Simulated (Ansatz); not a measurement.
Crystal: SnTe.

```
Te Sn
1.0
     3.90470    0.00000    0.00000
     0.00000    3.90470    0.00000
     0.00000    0.00000    3.90470
Te Sn
1 1
Direct
  0.50000 0.50000 0.50000
  0.00000 0.00000 0.00000
```

Measurements of this composition are mostly on another form, of space group No. 225.

| Property | Result |
| --- | --- |
| Program | Ansatz 0.2.0 |
| Task | relaxation of cell and atoms |
| Functional | BLYP |
| Potentials or basis | Ansatz PAW |
| Cutoff | 420 eV (not typed: the program's choice for these potentials) |
| k mesh | 7 × 7 × 7 |
| Occupations | fermi-dirac, width 0.05 eV |
| Spin | no spin polarisation |

At the start: volume 29.77 Å³/atom.

Task: Where does the relaxation end?

Result: It ends after 4 steps and the volume is 33.23 Å³/atom (+11.6 %); space group Pm-3m (No. 221, to 0.05 Å).

Step by step:
```tsv
step	energy change (eV)	largest force (eV/Å)	volume (Å³)
1	0.0000	0.0000	59.53
2	-0.0787	0.0000	65.39
3	-0.0804	0.0000	66.47
4	-0.0814	0.0000	66.47
```

Final structure:
```
Te Sn
1.0
     4.05075    0.00000    0.00000
     0.00000    4.05075    0.00000
     0.00000    0.00000    4.05075
Te Sn
1 1
Direct
  0.50000 0.50000 0.50000
  0.00000 0.00000 0.00000
```

Caveat: the plane-wave basis is chosen anew once the cell has moved, so the energies of steps on either side of that aren't comparable; the PAW data sets come from PBE, with cores solved anew for the run's functional, which leaves a small shift of forces and pressure.
